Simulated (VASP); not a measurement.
Zn:

```xyz
3
Lattice="3.4353 0.0000 0.0000 -1.7177 2.9751 0.0000 0.0000 0.0000 4.9695" Properties=species:S:1:pos:R:3 pbc="T T T"
Zn    0.6441    0.3719    2.4848
Zn    2.7912    0.3719    0.8283
Zn    1.7177    2.2313    4.1413
```

The cell was built by a generator and needn't be a form met in nature.

The cell isn't the ideal one: random cell with space group P3_212 (No. 153).

| Quantity | Value |
| --- | --- |
| Program | VASP 6.6.1 |
| Task | relaxation of cell and atoms |
| Functional | PBE |
| Potentials or basis | VASP PAW PBE potentials, release 64 (Zn) |
| Cutoff | 600 eV |
| k mesh | 6 × 6 × 4 |
| Occupations | gaussian, width 0.1 eV |
| Spin | no spin polarisation |

At the start: pressure 21.5 GPa; volume 16.93 Å³/atom.

Where does the relaxation end?

Over 19 steps the energy falls by 755.0 meV/atom and the volume is 16.01 Å³/atom (-5.4 %); space group P6_222 (No. 180, to 0.05 Å).

The path:
| step | energy change (eV) | largest force (eV/Å) | pressure (GPa) | volume (Å³) |
| --- | --- | --- | --- | --- |
| 1 | 0.0000 | 3.7418 | 21.54 | 50.79 |
| 2 | -1.4948 | 0.1329 | -5.53 | 68.80 |
| 3 | -1.5705 | 0.4902 | -2.70 | 62.92 |
| 4 | -1.5755 | 0.3733 | -3.53 | 64.25 |
| 5 | -1.5758 | 0.3985 | -3.35 | 63.94 |
| 6 | -1.7052 | 0.3461 | -3.03 | 60.58 |
| 7 | -2.0140 | 0.1097 | 1.21 | 50.96 |
| 8 | -0.6484 | 0.7374 | 49.97 | 33.95 |
| 9 | -2.0300 | 0.2050 | 2.81 | 49.23 |
| 10 | -2.0484 | 0.0691 | 6.50 | 45.99 |
| 11 | -2.1157 | 0.0003 | 6.28 | 45.43 |
| 12 | -2.1663 | 0.1489 | 7.55 | 43.66 |
| 13 | -2.1786 | 0.1160 | 7.20 | 44.14 |
| 14 | -2.2178 | 0.0946 | 4.98 | 45.12 |
| 15 | -2.2631 | 0.0523 | 0.81 | 47.60 |
| 16 | -2.2645 | 0.0447 | -0.16 | 48.18 |
| 17 | -2.2645 | 0.0457 | -0.03 | 48.10 |
| 18 | -2.2647 | 0.0432 | 0.05 | 48.07 |
| 19 | -2.2649 | 0.0396 | -0.07 | 48.03 |

Final structure:
```
Zn
1.0
     2.93725    0.00000    0.00000
    -1.46863    2.54374    0.00000
     0.00000    0.00000    6.42860
Zn
3
Direct
  0.33804 0.16902 0.50000
  0.83098 0.16902 0.16667
  0.83098 0.66196 0.83333
```
